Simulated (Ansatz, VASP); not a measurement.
**One calculation of SnO2 (Cassiterite), two programs**

```xyz
6
Lattice="4.8782 0.0000 0.0000 0.0000 4.8782 0.0000 0.0000 0.0000 3.2303" Properties=species:S:1:pos:R:3 pbc="T T T"
Sn    0.0000    0.0000    0.0000
Sn    2.4391    2.4391    1.6152
O     1.4996    1.4996    0.0000
O     0.9395    3.9387    1.6152
O     3.3786    3.3786    0.0000
O     3.9387    0.9395    1.6152
```

Alike in both runs: functional r2SCAN; k mesh 6 × 6 × 8; occupations gaussian, width 0.02 eV; no spin polarisation.

Ansatz relaxed the structure, and its values are those at the end. VASP's run is a single point on that final structure, the one shown.

```csv
,VASP,Ansatz
version,VASP 6.6.1,Ansatz 0.2.0
potentials or method,"VASP PAW PBE potentials, release 64 (Sn_d, O)","scalar-relativistic, plane waves, PAW"
plane-wave cutoff (eV),520,500
valence electrons in the cell,52,52
```

|  | VASP | Ansatz | Ansatz less VASP |
| --- | --- | --- | --- |
| gap on the k mesh at the Fermi level (eV) | 1.21 | 1.19 | -0.018 |
| least direct gap on the mesh (eV) | 1.21 | 1.19 | -0.018 |
| pressure (GPa) | -9.2 | -10.1 | -0.86 |
| rms of the force components (eV/Å) | 0.017 | 0.000 | -0.0170 |

Caveats: the PAW data sets were made with another functional, which shifts forces and pressure a little (VASP); spin-orbit coupling is left out, which moves the levels of the heavy elements. r2SCAN opens gaps a little over a GGA but as a rule still falls short of measured ones.
